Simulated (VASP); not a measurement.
Set up this calculation in VASP 6.6.1, as the native input.

- Task: single point
- Functional: PBE
- Potentials or basis: VASP PAW PBE potentials, release 64 (Cd, S)
- Cutoff: 520 eV
- k mesh: 8 × 8 × 8
- Occupations: fermi-dirac, width 0.05 eV
- Spin: no spin polarisation
- Dipole correction: no
- Further INCAR settings: ALGO = Normal; EDIFF = 1e-06; NBANDS = 16

The structure of CdS lies in POSCAR:

```
CdS
1.0
    0.0000000000      2.7894750496      2.7894750496
    2.7894750496      0.0000000000      2.7894750496
    2.7894750496      2.7894750496      0.0000000000
Cd S
1 1
Direct
    0.0000000000      0.0000000000      0.0000000000
    0.5000000000      0.5000000000      0.5000000000
```

Measurements of this composition are mostly on another form, of space group No. 186.

The cell isn't the ideal one: volume scaled by 1.04.

One way to write it, as run:

INCAR

```
SYSTEM = CdS
PREC = Accurate
ENCUT = 520
EDIFF = 1E-6
ISMEAR = -1
SIGMA = 0.05
LREAL = .False.
LASPH = .True.
NELM = 100
ALGO = Normal
ISIF = 2
LWAVE = .False.
LCHARG = .False.
GGA = PE
NBANDS = 16
```

KPOINTS

```
Automatic mesh
0
Gamma
  8 8 8
  0 0 0
```

Potentials or basis: VASP PAW PBE potentials, release 64 (Cd, S).

Launch:

```console
$ cat potpaw_PBE.64/Cd/POTCAR potpaw_PBE.64/S/POTCAR > POTCAR
$ mpirun -np 1 vasp_std > vasp.out
```

It gave:

```yaml
Pressure: -2.6 GPa
Band_gap_on_the_k_mesh: 0.25 eV, indirect (least direct gap 1.29 eV)
```

Run time: 44 s on 1 thread of AMD EPYC 7571, on a shared host, peak memory 0.14 GiB.
